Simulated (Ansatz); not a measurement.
**A computed series for BP: element substitutions**

Base system: BP in the zinc blende structure (space group F-43m, No. 216).

```yaml
crystal:
  lattice:
    - [0.00000, 2.26010, 2.26010]
    - [2.26010, 0.00000, 2.26010]
    - [2.26010, 2.26010, 0.00000]
  atoms:
    - { symbol: P, position: [0.75000, 0.75000, 0.75000] }
    - { symbol: B, position: [0.00000, 0.00000, 0.00000] }
```

Each row replaces one element on all its sites; cell and atoms are relaxed.

Levels (all Ansatz, an electronic-structure program, PAW, earlier PAW set): PBEsol (420 eV, without spin-orbit coupling); r2SCAN (500 eV, spin-orbit coupling left out); PBEsol+SOC (420 eV, noncollinear with spin-orbit coupling).

Band gaps by level, all at the geometries relaxed with PBEsol:

```json
[
 {"case": "base", "PBEsol": "1.11 eV", "r2SCAN": "1.39 eV", "PBEsol+SOC": "1.10 eV"},
 {"case": "P → Bi", "PBEsol": "0.43 eV", "r2SCAN": "___", "PBEsol+SOC": "___"},
 {"case": "B → N", "PBEsol": "zero", "r2SCAN": "zero", "PBEsol+SOC": "zero"}
]
```

Problem. Some entries are withheld; estimate them.

Solution. 
- P → Bi, r2SCAN: 0.52 eV
- P → Bi, PBEsol+SOC: 0.24 eV

Single points use the geometry relaxed with PBEsol. The spin-orbit shifts are approximate. Spin-orbit coupling, missing from the scalar runs, can matter with Bi. Whether these cells are dynamically stable was not tested. As relaxed here, BiB and PN are hypothetical phases, not in the database extracts checked. The runs without spin-orbit coupling are not spin-polarised. The zero or small gap of BiB can change with the level of theory.
